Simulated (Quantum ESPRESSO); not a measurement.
# PbO2 (Fm-3m) in Quantum ESPRESSO: notebook, part 2 of 4

Quantum ESPRESSO 7.5. Earlier steps stand in the parts before.

### 3 Phonons and electron-phonon coupling, PBEsol

File pw.in:

```
&CONTROL
  calculation = 'scf'
  prefix = 'pwscf'
  outdir = './tmp'
  pseudo_dir = './pseudo'
  tprnfor = .true.
  tstress = .true.
  disk_io = 'low'
/
&SYSTEM
  ibrav = 0
  nat = 3
  ntyp = 2
  ecutwfc = 45
  ecutrho = 360
  nbnd = 20
  occupations = 'smearing'
  smearing = 'mp'
  degauss = 0.01999163
/
&ELECTRONS
  conv_thr = 6d-10
  electron_maxstep = 120
  mixing_beta = 0.5
/
ATOMIC_SPECIES
Pb   207.2000 pb_pbesol_v1.uspp.F.UPF
O     15.9990 o_pbesol_v1.2.uspp.F.UPF
CELL_PARAMETERS angstrom
   0.0000000000    2.7019920000    2.7019920000
   2.7019920000    0.0000000000    2.7019920000
   2.7019920000    2.7019920000    0.0000000000
ATOMIC_POSITIONS crystal
Pb     0.0000000000    0.0000000000    0.0000000000
O      0.7500000000    0.7500000000    0.7500000000
O      0.2500000000    0.2500000000    0.2500000000
K_POINTS automatic
6 6 6 0 0 0
```

File relax.in:

```
&CONTROL
  calculation = 'vc-relax'
  prefix = 'pwscf'
  outdir = './tmp'
  pseudo_dir = './pseudo'
  tprnfor = .true.
  tstress = .true.
  disk_io = 'low'
  nstep = 40
  forc_conv_thr = 0.0001
  etot_conv_thr = 1d-06
/
&SYSTEM
  ibrav = 0
  nat = 3
  ntyp = 2
  ecutwfc = 45
  ecutrho = 360
  nbnd = 20
  occupations = 'smearing'
  smearing = 'mp'
  degauss = 0.01999163
/
&ELECTRONS
  conv_thr = 6d-10
  electron_maxstep = 120
  mixing_beta = 0.5
/
&IONS
  ion_dynamics = 'bfgs'
/
&CELL
  cell_dynamics = 'bfgs'
  press = 0
  press_conv_thr = 0.2
/
ATOMIC_SPECIES
Pb   207.2000 pb_pbesol_v1.uspp.F.UPF
O     15.9990 o_pbesol_v1.2.uspp.F.UPF
CELL_PARAMETERS angstrom
   0.0000000000    2.7019920000    2.7019920000
   2.7019920000    0.0000000000    2.7019920000
   2.7019920000    2.7019920000    0.0000000000
ATOMIC_POSITIONS crystal
Pb     0.0000000000    0.0000000000    0.0000000000
O      0.7500000000    0.7500000000    0.7500000000
O      0.2500000000    0.2500000000    0.2500000000
K_POINTS automatic
6 6 6 0 0 0
```

File scf2.in:

```
&CONTROL
  calculation = 'scf'
  prefix = 'pwscf'
  outdir = './tmp'
  pseudo_dir = './pseudo'
  tprnfor = .true.
  tstress = .true.
  disk_io = 'low'
/
&SYSTEM
  ibrav = 0
  nat = 3
  ntyp = 2
  ecutwfc = 45
  ecutrho = 360
  nbnd = 20
  occupations = 'smearing'
  smearing = 'mp'
  degauss = 0.01999163
/
&ELECTRONS
  conv_thr = 1d-13
  electron_maxstep = 120
  mixing_beta = 0.5
  startingpot = 'file'
  startingwfc = 'file'
/
ATOMIC_SPECIES
Pb   207.2000 pb_pbesol_v1.uspp.F.UPF
O     15.9990 o_pbesol_v1.2.uspp.F.UPF
CELL_PARAMETERS angstrom
   0.0000000000    2.6587941818    2.6587941818
   2.6587941818    0.0000000000    2.6587941818
   2.6587941818    2.6587941818    0.0000000000
ATOMIC_POSITIONS crystal
Pb     0.0000000000    0.0000000000    0.0000000000
O      0.7500000000    0.7500000000    0.7500000000
O      0.2500000000    0.2500000000    0.2500000000
K_POINTS automatic
6 6 6 0 0 0
```

File dense.in:

```
&CONTROL
  calculation = 'scf'
  prefix = 'pwscf'
  outdir = './tmp'
  pseudo_dir = './pseudo'
  tprnfor = .true.
  tstress = .true.
  disk_io = 'low'
/
&SYSTEM
  ibrav = 0
  nat = 3
  ntyp = 2
  ecutwfc = 45
  ecutrho = 360
  nbnd = 20
  occupations = 'smearing'
  smearing = 'mp'
  degauss = 0.01999163
  la2F = .true.
/
&ELECTRONS
  conv_thr = 1d-12
  electron_maxstep = 120
  mixing_beta = 0.5
  startingpot = 'file'
/
ATOMIC_SPECIES
Pb   207.2000 pb_pbesol_v1.uspp.F.UPF
O     15.9990 o_pbesol_v1.2.uspp.F.UPF
CELL_PARAMETERS angstrom
   0.0000000000    2.6587941818    2.6587941818
   2.6587941818    0.0000000000    2.6587941818
   2.6587941818    2.6587941818    0.0000000000
ATOMIC_POSITIONS crystal
Pb     0.0000000000    0.0000000000    0.0000000000
O      0.7500000000    0.7500000000    0.7500000000
O      0.2500000000    0.2500000000    0.2500000000
K_POINTS automatic
18 18 18 0 0 0
```

File scf3.in:

```
&CONTROL
  calculation = 'scf'
  prefix = 'pwscf'
  outdir = './tmp'
  pseudo_dir = './pseudo'
  tprnfor = .true.
  tstress = .true.
  disk_io = 'low'
/
&SYSTEM
  ibrav = 0
  nat = 3
  ntyp = 2
  ecutwfc = 45
  ecutrho = 360
  nbnd = 20
  occupations = 'smearing'
  smearing = 'mp'
  degauss = 0.01999163
/
&ELECTRONS
  conv_thr = 1d-12
  electron_maxstep = 120
  mixing_beta = 0.5
  startingpot = 'file'
/
ATOMIC_SPECIES
Pb   207.2000 pb_pbesol_v1.uspp.F.UPF
O     15.9990 o_pbesol_v1.2.uspp.F.UPF
CELL_PARAMETERS angstrom
   0.0000000000    2.6587941818    2.6587941818
   2.6587941818    0.0000000000    2.6587941818
   2.6587941818    2.6587941818    0.0000000000
ATOMIC_POSITIONS crystal
Pb     0.0000000000    0.0000000000    0.0000000000
O      0.7500000000    0.7500000000    0.7500000000
O      0.2500000000    0.2500000000    0.2500000000
K_POINTS automatic
6 6 6 0 0 0
```

File ph.in:

```
phonon_bands of PbO2
&INPUTPH
  prefix = 'pwscf'
  outdir = './tmp'
  tr2_ph = 1d-18
  fildyn = 'dyn'
  niter_ph = 90
  alpha_mix(1) = 0.4
  ldisp = .true.
  nq1 = 2
  nq2 = 2
  nq3 = 2
  electron_phonon = 'interpolated'
  el_ph_sigma = 0.005
  el_ph_nsigma = 10
  fildvscf = 'dvscf'
/
```

File q2r.in:

```
&INPUT
  fildyn = 'dyn'
  zasr = 'crystal'
  flfrc = 'fc'
  la2F = .true.
/
```

File matdyn.in:

```
&INPUT
  asr = 'crystal'
  flfrc = 'fc'
  flfrq = 'freq'
  q_in_cryst_coord = .true.
  flvec = ' '
/
80
 0.0000000000  0.0000000000  0.0000000000
 0.0454545455  0.0000000000  0.0454545455
 0.0909090909  0.0000000000  0.0909090909
 0.1363636364  0.0000000000  0.1363636364
 0.1818181818  0.0000000000  0.1818181818
 0.2272727273  0.0000000000  0.2272727273
 0.2727272727  0.0000000000  0.2727272727
 0.3181818182  0.0000000000  0.3181818182
 0.3636363636  0.0000000000  0.3636363636
 0.4090909091  0.0000000000  0.4090909091
 0.4545454545  0.0000000000  0.4545454545
 0.5000000000  0.0000000000  0.5000000000
 0.5000000000  0.0500000000  0.5500000000
 0.5000000000  0.1000000000  0.6000000000
 0.5000000000  0.1500000000  0.6500000000
 0.5000000000  0.2000000000  0.7000000000
 0.5000000000  0.2500000000  0.7500000000
 0.4687500000  0.2812500000  0.7500000000
 0.4375000000  0.3125000000  0.7500000000
 0.4062500000  0.3437500000  0.7500000000
 0.3750000000  0.3750000000  0.7500000000
 0.3461538462  0.3461538462  0.6923076923
 0.3173076923  0.3173076923  0.6346153846
 0.2884615385  0.2884615385  0.5769230769
 0.2596153846  0.2596153846  0.5192307692
 0.2307692308  0.2307692308  0.4615384615
 0.2019230769  0.2019230769  0.4038461538
 0.1730769231  0.1730769231  0.3461538462
 0.1442307692  0.1442307692  0.2884615385
 0.1153846154  0.1153846154  0.2307692308
 0.0865384615  0.0865384615  0.1730769231
 0.0576923077  0.0576923077  0.1153846154
 0.0288461538  0.0288461538  0.0576923077
 0.0000000000  0.0000000000  0.0000000000
 0.0454545455  0.0454545455  0.0454545455
 0.0909090909  0.0909090909  0.0909090909
 0.1363636364  0.1363636364  0.1363636364
 0.1818181818  0.1818181818  0.1818181818
 0.2272727273  0.2272727273  0.2272727273
 0.2727272727  0.2727272727  0.2727272727
 0.3181818182  0.3181818182  0.3181818182
 0.3636363636  0.3636363636  0.3636363636
 0.4090909091  0.4090909091  0.4090909091
 0.4545454545  0.4545454545  0.4545454545
 0.5000000000  0.5000000000  0.5000000000
 0.5178571429  0.4642857143  0.5178571429
 0.5357142857  0.4285714286  0.5357142857
 0.5535714286  0.3928571429  0.5535714286
 0.5714285714  0.3571428571  0.5714285714
 0.5892857143  0.3214285714  0.5892857143
 0.6071428571  0.2857142857  0.6071428571
 0.6250000000  0.2500000000  0.6250000000
 0.5937500000  0.2500000000  0.6562500000
 0.5625000000  0.2500000000  0.6875000000
 0.5312500000  0.2500000000  0.7187500000
 0.5000000000  0.2500000000  0.7500000000
 0.5000000000  0.2750000000  0.7250000000
 0.5000000000  0.3000000000  0.7000000000
 0.5000000000  0.3250000000  0.6750000000
 0.5000000000  0.3500000000  0.6500000000
 0.5000000000  0.3750000000  0.6250000000
 0.5000000000  0.4000000000  0.6000000000
 0.5000000000  0.4250000000  0.5750000000
 0.5000000000  0.4500000000  0.5500000000
 0.5000000000  0.4750000000  0.5250000000
 0.5000000000  0.5000000000  0.5000000000
 0.4861111111  0.4861111111  0.5277777778
 0.4722222222  0.4722222222  0.5555555556
 0.4583333333  0.4583333333  0.5833333333
 0.4444444444  0.4444444444  0.6111111111
 0.4305555556  0.4305555556  0.6388888889
 0.4166666667  0.4166666667  0.6666666667
 0.4027777778  0.4027777778  0.6944444444
 0.3888888889  0.3888888889  0.7222222222
 0.3750000000  0.3750000000  0.7500000000
 0.6250000000  0.2500000000  0.6250000000
 0.5937500000  0.1875000000  0.5937500000
 0.5625000000  0.1250000000  0.5625000000
 0.5312500000  0.0625000000  0.5312500000
 0.5000000000  0.0000000000  0.5000000000
```

File matdyn_dos.in:

```
&INPUT
  asr = 'crystal'
  flfrc = 'fc'
  dos = .true.
  fldos = 'phdos'
  nk1 = 9
  nk2 = 9
  nk3 = 9
  deltaE = 1
  flvec = ' '
  flfrq = ' '
/
```

File matdyn_a2f.in:

```
&INPUT
  asr = 'crystal'
  flfrc = 'fc'
  la2F = .true.
  dos = .true.
  fldos = 'dos2'
  nk1 = 8
  nk2 = 8
  nk3 = 8
  ndos = 60
  el_ph_nsigma = 10
  flfrq = 'dosfreq2'
  flvec = ' '
/
```

File matdyn_mesh.in:

```
&INPUT
  asr = 'crystal'
  flfrc = 'fc'
  flfrq = 'mesh'
  q_in_cryst_coord = .true.
  flvec = ' '
/
512
 0.06250000  0.06250000  0.06250000
 0.06250000  0.06250000  0.18750000
 0.06250000  0.06250000  0.31250000
[... 509 further points of the even 8 x 8 x 8 mesh, shifted by half a step ...]
```

Potentials or basis: GBRV 1.5 PBEsol.

The run is started by

```console
$ OMP_NUM_THREADS=1 pw.x -in pw.in > pw.out
$ OMP_NUM_THREADS=1 pw.x -in relax.in > relax.out
$ OMP_NUM_THREADS=1 pw.x -in scf2.in > scf2.out
$ OMP_NUM_THREADS=1 pw.x -in dense.in > dense.out
$ OMP_NUM_THREADS=1 pw.x -in scf3.in > scf3.out
$ OMP_NUM_THREADS=1 ph.x -in ph.in > ph.out
$ OMP_NUM_THREADS=1 q2r.x -in q2r.in > q2r.out
$ OMP_NUM_THREADS=1 matdyn.x -in matdyn.in > matdyn.out
$ OMP_NUM_THREADS=1 matdyn.x -in matdyn_dos.in > matdyn_dos.out
$ OMP_NUM_THREADS=1 matdyn.x -in matdyn_a2f.in > matdyn_a2f.out
$ OMP_NUM_THREADS=1 matdyn.x -in matdyn_mesh.in > matdyn_mesh.out
```

pw.out:

```text
This program is part of the open-source Quantum ESPRESSO suite
     for quantum simulation of materials; please cite
[... 9 lines left out ...]
     --------------------
     sticks:   dense  smooth     PW     G-vecs:    dense   smooth      PW
     Sum        1285     649    199                30731    10969    1893

     Using Slab Decomposition

     bravais-lattice index     =            0
     lattice parameter (alat)  =       7.2210  a.u.
     unit-cell volume          =     266.2434 (a.u.)^3
     number of atoms/cell      =            3
     number of atomic types    =            2
     number of electrons       =        26.00
     number of Kohn-Sham states=           20
     kinetic-energy cutoff     =      45.0000  Ry
     charge density cutoff     =     360.0000  Ry
     scf convergence threshold =      6.0E-10
     mixing beta               =       0.5000
     number of iterations used =            8  plain     mixing
     Exchange-correlation= SLA  PW   PSX  PSC
                           (   1   4  10   8   0   0   0)

     celldm(1)=   7.221010  celldm(2)=   0.000000  celldm(3)=   0.000000
     celldm(4)=   0.000000  celldm(5)=   0.000000  celldm(6)=   0.000000

     crystal axes: (cart. coord. in units of alat)
               a(1) = (   0.000000   0.707107   0.707107 )
               a(2) = (   0.707107   0.000000   0.707107 )
               a(3) = (   0.707107   0.707107   0.000000 )

     reciprocal axes: (cart. coord. in units 2 pi/alat)
               b(1) = ( -0.707107  0.707107  0.707107 )
               b(2) = (  0.707107 -0.707107  0.707107 )
               b(3) = (  0.707107  0.707107 -0.707107 )

     PseudoPot. # 1 for Pb read from file:
     pb_pbesol_v1.uspp.F.UPF
[... 219 lines left out ...]

          k = 0.4714 0.0000-0.0000 (  1347 PWs)   bands (ev):
[... 13 lines left out ...]
    -7.7480  -7.5053  -5.7150  -5.6904  -5.6368  -4.8511  -4.6700   1.9240
     5.6993   6.0136   7.8965   9.0369   9.4971  11.9975  17.8649  18.0304
    19.3692  19.8820  20.2625  25.1876

          k =-0.7071 0.0000 0.0000 (  1362 PWs)   bands (ev):

    -7.8693  -7.2351  -5.7769  -5.6324  -5.6324  -5.5842  -3.7910   1.5448
     5.2319   5.2319   9.5186   9.6236   9.6236  11.3605  15.8388  18.9816
    19.3724  20.4628  20.4628  25.8605

          k =-0.2357-0.4714 0.7071 (  1348 PWs)   bands (ev):
[... 7 lines left out ...]
    -7.7437  -7.5115  -5.7146  -5.6898  -5.6208  -4.9148  -4.6210   1.9356
     5.2726   7.0334   7.1470   9.2169   9.4574  12.0152  17.5573  18.3701
    19.3693  19.6223  20.4840  25.3011

          k =-0.7071 0.2357 0.0000 (  1368 PWs)   bands (ev):

    -7.7621  -7.4687  -5.7416  -5.6323  -5.6145  -5.1428  -4.2550   1.5899
     5.0002   6.1716   8.2654   9.3946   9.7509  11.7998  17.1006  18.8026
    19.2351  19.3695  20.6243  26.1201

     the Fermi energy is     9.7861 ev

!    total energy              =    -228.22477845 Ry
     estimated scf accuracy    <          3.8E-10 Ry
     smearing contrib. (-TS)   =       0.00134201 Ry
     internal energy E=F+TS    =    -228.22612046 Ry

     The total energy is F=E-TS. E is the sum of the following terms:
     one-electron contribution =     -34.80277478 Ry
     hartree contribution      =      38.40729342 Ry
     xc contribution           =     -77.43907919 Ry
     ewald contribution        =    -154.39155991 Ry

     convergence has been achieved in  10 iterations

     negative rho (up, down):  1.583E-02 0.000E+00

     Forces acting on atoms (cartesian axes, Ry/au):

     atom    1 type  1   force =     0.00000000   -0.00000000   -0.00000000
     atom    2 type  2   force =     0.00000000    0.00000000    0.00000000
     atom    3 type  2   force =     0.00000000   -0.00000000   -0.00000000

     Total force =     0.000000     Total SCF correction =     0.000000

     Computing stress (Cartesian axis) and pressure

     negative rho (up, down):  1.583E-02 0.000E+00
          total   stress  (Ry/bohr**3)                   (kbar)     P=      -66.71
  -0.00045350  -0.00000000  -0.00000000          -66.71       -0.00       -0.00
  -0.00000000  -0.00045350   0.00000000           -0.00      -66.71        0.00
   0.00000000   0.00000000  -0.00045350            0.00        0.00      -66.71

=------------------------------------------------------------------------------=
   JOB DONE.
=------------------------------------------------------------------------------=
```

Run time: 18 min. Hardware: 1 thread of Arm Neoverse V1, shared host; peak memory 0.21 GiB.

Results:

```
Free energy                            : -3105.1948 eV
Relaxed volume                         : 12.53 Å³/atom
Relaxed cell                           : a = 3.760 Å, b = 3.760 Å, c = 3.760 Å, α = 60.00°, β = 60.00°, γ = 60.00°
Space group after relaxing (to 0.05 Å) : Fm-3m (No. 225)
Pressure after relaxing                : 0.0 GPa
Band gap on the k mesh                 : none (metal or under the smearing width)
Highest phonon frequency               : 546 cm⁻¹
Most unstable mode                     : 234i cm⁻¹
```

The path:
| step | energy change (eV) | largest force (eV/Å) | pressure (GPa) | volume (Å³) |
| --- | --- | --- | --- | --- |
| 1 | 0.0000 | 0.0000 | -6.67 | 39.45 |
| 2 | -0.0372 | 0.0000 | -2.14 | 38.13 |
| 3 | -0.0408 | 0.0000 | 0.25 | 37.53 |
| 4 | -0.0408 | 0.0000 | -0.01 | 37.59 |
| 5 | -0.0408 | 0.0000 | 0.00 | 37.59 |

Final structure:
```
Pb O
1.0
     0.00000    2.65879    2.65879
     2.65879    0.00000    2.65879
     2.65879    2.65879    0.00000
Pb O
1 2
Direct
  0.00000 0.00000 0.00000
  0.75000 0.75000 0.75000
  0.25000 0.25000 0.25000
```

Phonon frequencies in cm⁻¹ (negative: imaginary):
| q point | frequencies |
| --- | --- |
| (0.000, 0.000, 0.000) | 0 0 0 265 265 265 437 437 437 |
| (0.318, 0.000, 0.318) | -47 -47 159 166 186 186 490 490 490 |
| (0.500, 0.150, 0.650) | -191 -91 95 117 169 232 450 514 544 |
| (0.346, 0.346, 0.692) | -133 90 133 161 205 257 458 481 540 |
| (0.144, 0.144, 0.288) | 8 66 107 247 322 354 398 425 477 |
| (0.091, 0.091, 0.091) | 25 25 44 271 271 278 436 436 441 |
| (0.409, 0.409, 0.409) | 78 78 147 352 352 400 400 416 457 |
| (0.589, 0.321, 0.589) | -48 85 125 165 228 278 454 479 531 |
| (0.500, 0.275, 0.725) | -130 -120 96 145 147 364 364 531 533 |
| (0.500, 0.450, 0.550) | 81 88 151 323 325 393 395 461 464 |
| (0.431, 0.431, 0.639) | 83 104 135 191 266 315 442 473 516 |
| (0.562, 0.125, 0.562) | -218 47 86 92 104 180 490 494 546 |

Phonon frequencies at the corners of the path (cm⁻¹, interpolated; i marks imaginary ones):
| point | frequencies |
| --- | --- |
| Γ | 0 0 0 265 265 265 437 437 437 |
| X | 234i 81i 81i 93 93 185 496 496 546 |
| W | 139i 130i 97 145 145 364 364 532 534 |
| K | 168i 91 124 164 166 212 470 487 543 |
| L | 81 81 153 375 375 381 381 441 444 |
| U | 168i 91 124 164 166 212 470 487 543 |

Phonon states per cell in windows of 50 cm⁻¹ (negative: imaginary):
```
from (cm⁻¹)  total    Pb     O
       -250   0.01  0.00  0.01
       -200   0.06  0.00  0.06
       -150   0.09  0.01  0.08
       -100   0.13  0.02  0.10
        -50   0.26  0.11  0.15
          0   0.55  0.39  0.16
         50   1.09  0.95  0.14
        100   1.01  0.90  0.12
        150   0.71  0.41  0.30
        200   0.57  0.13  0.44
        250   0.67  0.05  0.61
        300   0.61  0.02  0.60
        350   0.31  0.01  0.31
        400   0.93  0.01  0.92
        450   1.21  0.00  1.20
        500   0.80  0.00  0.80
```

Caveat: the k mesh is coarse; the mesh is thin for the phonons of a metal; some modes are imaginary; λ from interpolated matrix elements is rough: modes that symmetry makes equal can differ by tens of percent; the q mesh is small, so phonon branches between its points and thermal values are rough.

(Part 2 of 4 ends here.)
